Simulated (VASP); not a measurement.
# Hf (I4/mmm) in VASP: further runs

One crystal, Hf, is run at these levels: PBEsol; tasks: single point.

Everything below comes from runs of VASP 6.6.1. Logs are shortened: lines on timing, memory, paths and dates and some standing lists are left out, and cuts for length are marked.

**1. The cell of the first run**

It takes space group I4/mmm (No. 139, tetragonal). The conventional cell has a = 3.140 Å, b = 3.140 Å, c = 4.462 Å, α = 90.00°, β = 90.00°, γ = 90.00°. Hf (site symmetry 4/mmm) is surrounded by 12 Hf at 3.14 to 3.15 Å.

This isn't the form of Hf at room conditions, which is hcp.

**2. Single point, PBEsol (strain +0.0050 x Voigt [1, 0, 0, 0, 0, 0], atoms carried along)**

INCAR reads:

```
  PREC = Accurate
  ENCUT = 520
  EDIFF = 1E-6
  ISMEAR = 0
  SIGMA = 0.15
  LREAL = F
  LASPH = T
  NELM = 100
  ALGO = Normal
  ISIF = 2
  LWAVE = F
  LCHARG = F
  GGA = PS
  NBANDS = 11
```

KPOINTS reads:

```
Automatic mesh
0
Gamma
  18 18 18
```

POSCAR reads:

```
Hf
1.0
    0.0000000000      2.2200000000      2.2200000000
    2.2311000000      0.0000000000      2.2200000000
    2.2311000000      2.2200000000      0.0000000000
Hf
1
Direct
    0.0000000000      0.0000000000      0.0000000000
```

Potentials or basis: VASP PAW PBE potentials, release 64 (Hf_pv).

Launch:

```sh
$ cat potpaw_PBE.64/Hf_pv/POTCAR > POTCAR
$ mpirun -np 1 vasp_std > vasp.out
```

OUTCAR:

```text
PREC = Accurate
   ENCUT = 520
   EDIFF = 1E-6
   ISMEAR = 0
   LREAL = F
   LASPH = T
   NELM = 100
   ISIF = 2
   GGA = PS

 ion  position               nearest neighbor table
   1  0.000  0.000  0.000-

  LATTYP: Found a body centered tetragonal cell.
 ALAT       =     3.1395541085
 C/A-ratio  =     1.4212846302

  Lattice vectors:

 A1 = (   2.2311000000,   0.0000000000,   2.2200000000)
 A2 = (   2.2311000000,   0.0000000000,  -2.2200000000)
 A3 = (  -2.2311000000,   2.2200000000,   0.0000000000)

Analysis of symmetry for initial positions (statically):
=====================================================================
 Subroutine PRICEL returns:
 Original cell was already a primitive cell.

 Routine SETGRP: Setting up the symmetry group for a
 body centered tetragonal supercell.

 Subroutine GETGRP returns: Found 16 space group operations
 (whereof 16 operations were pure point group operations)
 out of a pool of 16 trial point group operations.

The static configuration has the point symmetry D_4h.

Analysis of symmetry for dynamics (positions and initial velocities):
=====================================================================
 Subroutine PRICEL returns:
 Original cell was already a primitive cell.

 Routine SETGRP: Setting up the symmetry group for a
 body centered tetragonal supercell.

 Subroutine GETGRP returns: Found 16 space group operations
 (whereof 16 operations were pure point group operations)
 out of a pool of 16 trial point group operations.

The dynamic configuration has the point symmetry D_4h.

 Subroutine INISYM returns: Found 16 space group operations
 (whereof 16 operations are pure point group operations),
 and found     1 'primitive' translations

----------------------------------------------------------------------------------------

                                     Primitive cell

  volume of cell :      21.9915

  direct lattice vectors                    reciprocal lattice vectors
     0.000000000  2.220000000  2.220000000    -0.224104702  0.225225225  0.225225225
     2.231100000  0.000000000  2.220000000     0.224104702 -0.225225225  0.225225225
     2.231100000  2.220000000  0.000000000     0.224104702  0.225225225 -0.225225225

  length of vectors
     3.139554108  3.147412780  3.147412780     0.389455673  0.389455673  0.389455673

  position of ions in fractional coordinates (direct lattice)
     0.000000000  0.000000000  0.000000000

  ion indices of the primitive-cell ions
   primitive index   ion index
                 1           1

----------------------------------------------------------------------------------------

 KPOINTS: Automatic mesh

Automatic generation of k-mesh.
 Grid dimensions read from file:
 generate k-points for:   18   18   18

 Generating k-lattice:

  Cartesian coordinates                     Fractional coordinates (reciprocal lattice)
    -0.012450261  0.012512513  0.012512513     0.055555556  0.000000000  0.000000000
     0.012450261 -0.012512513  0.012512513     0.000000000  0.055555556 -0.000000000
     0.012450261  0.012512513 -0.012512513     0.000000000 -0.000000000  0.055555556

  Length of vectors
     0.021636426  0.021636426  0.021636426

  Shift w.r.t. Gamma in fractional coordinates (k-lattice)
     0.000000000  0.000000000  0.000000000

 Subroutine IBZKPT returns following result:
 ===========================================

 Found    480 irreducible k-points:

 Following reciprocal coordinates:
            Coordinates               Weight
  0.000000  0.000000  0.000000      1.000000
  0.055556  0.000000  0.000000      8.000000
  0.111111  0.000000  0.000000      8.000000
  0.166667 -0.000000 -0.000000      8.000000
  0.222222 -0.000000 -0.000000      8.000000
  0.277778  0.000000  0.000000      8.000000
[... 16 lines left out ...]
 -0.277778  0.055556  0.000000     16.000000
 -0.222222  0.055556  0.000000     16.000000
 [... further k-points ...]
   k-points           NKPTS =    480   k-points in BZ     NKDIM =    480   number of bands    NBANDS=     11
   number of dos      NEDOS =    301   number of ions     NIONS =      1
   total plane-waves  NPLWV =  13824
   dimension x,y,z NGX =    24 NGY =   24 NGZ =   24
   dimension x,y,z NGXF=    48 NGYF=   48 NGZF=   48
   ions per type =               1
   NGX,Y,Z   is equivalent  to a cutoff of  12.71, 12.68, 12.68 a.u.
   NGXF,Y,Z  is equivalent  to a cutoff of  25.42, 25.35, 25.35 a.u.
 SYSTEM =  unknown system
   PREC   = accura    normal or accurate (medium, high low for compatibility)
   ISTART =      0    job   : 0-new  1-cont  2-samecut
   ICHARG =      2    charge: 1-file 2-atom 10-const
   ISPIN  =      1    spin polarized calculation?
   LNONCOLLINEAR =      F non collinear calculations
   LSORBIT =      F    spin-orbit coupling
   LASPH  =      T    aspherical Exc in radial PAW
   ENCUT  =  520.0 eV  38.22 Ry    6.18 a.u.   5.84  5.85  5.85*2*pi/ulx,y,z
   NELM   =    100;   NELMIN=  2; NELMDL= -5     # of ELM steps
   EDIFF  = 0.1E-05   stopping-criterion for ELM
   LREAL  =      F    real-space projection
   EDIFFG = 0.1E-04   stopping-criterion for IOM
   NSW    =      0    number of steps for IOM
   IBRION =     -1    ionic relax: 0-MD 1-quasi-New 2-CG
   NFREE  =      0    steps in history (QN), initial steepest desc. (CG)
   ISIF   =      2    stress and relaxation
   ISYM   =      2    0-nonsym 1-usesym 2-fastsym
   POTIM  = 0.5000    time-step for ionic-motion
   TEBEG  =    0.0;   TEEND  =   0.0 temperature during run
   PSTRESS=    0.0 pullay stress
   NELECT =      10.0000    total number of electrons
   NUPDOWN=      -1.0000    fix difference up-down
   EMIN   =  10.00;   EMAX   =-10.00  energy-range for DOS
   EFERMI =   0.00;   METHOD = LEGACY
   ISMEAR =     0;   SIGMA  =   0.15  broadening in eV -4-tet -1-fermi 0-gaus
   EFERMI_NEDOS =   21; number of points for ismear=-14 and -15
   IALGO  =     38    algorithm
   IMIX   =      4    mixing-type and parameters
     AMIX     =   0.40;   BMIX     =  1.00
     AMIX_MAG =   1.60;   BMIX_MAG =  1.00
  volume/ion in A,a.u.               =      21.99       148.41
  Fermi-wavevector in a.u.,A,eV,Ry     =   1.258896  2.378968 21.562772  1.584819
  Thomas-Fermi vector in A             =   2.392483
   LORBIT       =      0    0 simple, 1 ext, 2 COOP (PROOUT), +10 PAW based schemes
   GGA     = PS    functional components
   LHFCALC =     F    Hartree Fock is set to
   AEXX    =    0.0000 exact exchange contribution
   IVDW    =     0    specifies the selected vdW correction
   LEPSILON=     F    determine dielectric tensor
   LRPA    =     F    only Hartree local field effects (RPA)
 non-spin polarized calculation
 Gauss-broadening in eV      SIGMA  =   0.15
  energy-cutoff  :      520.00
  volume of cell :       21.99
 maximum number of plane-waves:       609
   NGX = 11   NGY = 11   NGZ = 11

 number of electron      10.0000000 magnetization

 number of electron       9.9999999 magnetization

 Free energy of the ion-electron system (eV)
  ---------------------------------------------------
  ext. energy  EPLUGINS =         0.00000000
  ---------------------------------------------------
  free energy    TOTEN  =       -10.43849982 eV

  energy without entropy =      -10.42223971  energy(sigma->0) =      -10.43036976

 E-fermi :   4.7035     XC(G=0): -11.4716

 val. band max:        4.7005525263   @ k =  -0.2778   0.4444   0.1667
 cond. band min:       4.7036892066   @ k =   0.5000   0.2222   0.2222
 fundamental gap:      0.0031366803
 Fermi energy:         4.7035079089

 k-point     1 :       0.0000    0.0000    0.0000
  band No.  band energies     occupation
      1     -25.2006      2.00000
      2     -25.2000      2.00000
      3     -25.2000      2.00000
      4      -2.5750      2.00000
      5       6.0590      0.00000
      6       6.1171      0.00000
      7       6.1171      0.00000
      8       8.8991      0.00000
      9       8.9852      0.00000
     10      16.1279      0.00000
     11      17.8072      0.00000

 k-point     2 :       0.0556    0.0000    0.0000
  band No.  band energies     occupation
      1     -25.2282      2.00000
      2     -25.2040      2.00000
      3     -25.2034      2.00000
      4      -2.4642      2.00000
      5       5.9791      0.00000
      6       6.1365      0.00000
      7       6.1712      0.00000
      8       8.8399      0.00000
      9       8.9233      0.00000
     10      16.3778      0.00000
     11      17.8066      0.00000

 k-point     3 :       0.1111    0.0000    0.0000
  band No.  band energies     occupation
      1     -25.3081      2.00000
      2     -25.2144      2.00000
      3     -25.2132      2.00000
      4      -2.1412      2.00000
      5       5.6846      0.00000
      6       6.2726      0.00000
      7       6.3126      0.00000
      8       8.7055      0.00000
      9       8.7804      0.00000
     10      17.0336      0.00000
     11      17.8039      0.00000

 k-point     4 :       0.1667   -0.0000   -0.0000
  band No.  band energies     occupation
      1     -25.4284      2.00000
      2     -25.2302      2.00000
      3     -25.2283      2.00000
      4      -1.6356      2.00000
      5       5.3052      0.00000
      6       6.4226      0.00000
      7       6.4690      0.00000
      8       8.6204      0.00000
      9       8.6795      0.00000
     10      17.3263      0.00000
     11      17.8097      0.00000
[... 239 lines left out ...]
 k-point    22 :      -0.3333    0.0556    0.0000
  band No.  band energies     occupation
      1     -25.8959      2.00000
      2     -25.3201      2.00000
      3     -25.2872      2.00000
      4       0.5506      2.00000
      5       4.6894      1.10610
      6       6.0344      0.00000
      7       6.1988      0.00000
      8       9.5841      0.00000
      9      10.4731      0.00000
     10      15.1630      0.00000
     11      17.7580      0.00000

 k-point    23 :      -0.2778    0.0556    0.0000
  band No.  band energies     occupation
      1     -25.7691      2.00000
      2     -25.3036      2.00000
      3     -25.2671      2.00000
      4      -0.0134      2.00000
      5       4.6382      1.46215
      6       6.2304      0.00000
      7       6.4006      0.00000
      8       8.9082      0.00000
      9       9.8654      0.00000
     10      15.7842      0.00000
     11      17.8051      0.00000

 k-point    24 :      -0.2222    0.0556    0.0000
  band No.  band energies     occupation
      1     -25.6253      2.00000
      2     -25.2832      2.00000
      3     -25.2464      2.00000
      4      -0.6859      2.00000
      5       4.8001      0.36266
      6       6.4037      0.00000
      7       6.5640      0.00000
      8       8.4099      0.00000
      9       9.3477      0.00000
     10      16.5178      0.00000
     11      17.8104      0.00000

 [... further k-points ...]

------------------------ aborting loop because EDIFF is reached ----------------------------------------

  FORCE on cell =-STRESS in cart. coord.  units (eV):
  Direction    XX          YY          ZZ          XY          YZ          ZX
  --------------------------------------------------------------------------------------
  -------------------------------------------------------------------------------------
  Total       -0.3576274     -0.3181625     -0.3181625      0.0000000      0.0000000     -0.0000000
  in kB      -26.0547155    -23.1795299    -23.1795299      0.0000000      0.0000000     -0.0000000
  external PRESSURE =     -24.1379251 kB  Pullay stress =       0.0000000 kB

 VOLUME and BASIS-vectors are now :
 -----------------------------------------------------------------------------
  energy-cutoff  :      520.00
  volume of cell :       21.99
      direct lattice vectors                 reciprocal lattice vectors
     0.000000000  2.220000000  2.220000000    -0.224104702  0.225225225  0.225225225
     2.231100000  0.000000000  2.220000000     0.224104702 -0.225225225  0.225225225
     2.231100000  2.220000000  0.000000000     0.224104702  0.225225225 -0.225225225

 POSITION                                       TOTAL-FORCE (eV/Angst)
 -----------------------------------------------------------------------------------
      0.00000      0.00000      0.00000         0.000000     -0.000000      0.000000
 -----------------------------------------------------------------------------------
    total drift:                               -0.000000      0.000000     -0.000000

  FREE ENERGIE OF THE ION-ELECTRON SYSTEM (eV)
  ---------------------------------------------------
  free  energy   TOTEN  =       -10.4384998213 eV

  energy  without entropy=      -10.4222397071  energy(sigma->0) =      -10.43036976
```

Run time: 34 s. Hardware: 1 thread of Intel Xeon Platinum 8488C (Sapphire Rapids), shared host; peak memory 0.23 GiB.

What came out:

```yaml
Free_energy: -10.4385 eV
Pressure: -2.4 GPa
Band_gap_on_the_k_mesh: none (metal or under the smearing width)
```

Stress tensor (GPa, compression positive):
```
-2.61  0.00  0.00
 0.00 -2.32  0.00
 0.00  0.00 -2.32
```

Caveat: the PAW data sets were made with another functional, which shifts forces and pressure a little. Spin-orbit coupling is left out, which matters for the levels of Hf.

**3. Single point, PBEsol (strain -0.0100 x Voigt [1, 0, 0, 0, 0, 0], atoms carried along)**

INCAR reads:

```
PREC     = Accurate       # precision mode
ENCUT    = 520            # plane-wave cutoff, eV
EDIFF    = 1E-6           # SCF threshold, eV
ISMEAR   = 0              # smearing method
SIGMA    = 0.15           # smearing width, eV
LREAL    = F              # projectors in reciprocal space
LASPH    = T              # aspherical terms in the spheres
NELM     = 100            # most SCF steps
ALGO     = Normal         # electronic algorithm
ISIF     = 2              # what is computed and relaxed
LWAVE    = F              # write WAVECAR
LCHARG   = F              # write CHGCAR
GGA      = PS             # functional
NBANDS   = 11             # bands
```

KPOINTS is that of step 2.

POSCAR reads:

```
Hf
1.0
    0.0000000000      2.2200000000      2.2200000000
    2.1978000000      0.0000000000      2.2200000000
    2.1978000000      2.2200000000      0.0000000000
Hf
1
Direct
    0.0000000000      0.0000000000      0.0000000000
```

Potentials or basis: VASP PAW PBE potentials, release 64 (Hf_pv).

Launch:

```sh
$ cat potpaw_PBE.64/Hf_pv/POTCAR > POTCAR
$ mpirun -np 1 vasp_std > vasp.out
```

Run time: 34 s. Hardware: 1 thread of Intel Xeon Platinum 8488C (Sapphire Rapids), shared host; peak memory 0.23 GiB.

It converged, with:

```
Free energy            : -10.4416 eV
Pressure               : -0.9 GPa
Band gap on the k mesh : none (metal or under the smearing width)
```

Stress tensor (GPa, compression positive):
```
-0.48  0.00  0.00
 0.00 -1.05  0.00
 0.00  0.00 -1.05
```

Levels at points of the mesh, in eV from the Fermi level:
```tsv
k point	band 3	band 4	band 5	band 6	band 7	band 8
(0.00, 0.00, 0.00)	-29.85	-7.33	1.36	1.36	1.48	4.21
(0.50, 0.00, 0.00)	-29.96	-3.74	0.71	1.09	1.23	6.49
(0.50, 0.50, 0.00)	-30.16	-3.41	-2.24	2.66	6.54	7.12
(0.00, 0.50, 0.50)	-30.19	-3.39	-2.27	2.82	6.53	7.19
```

Caveat: the PAW data sets were made with another functional, which shifts forces and pressure a little. Spin-orbit coupling is left out, which matters for the levels of Hf.
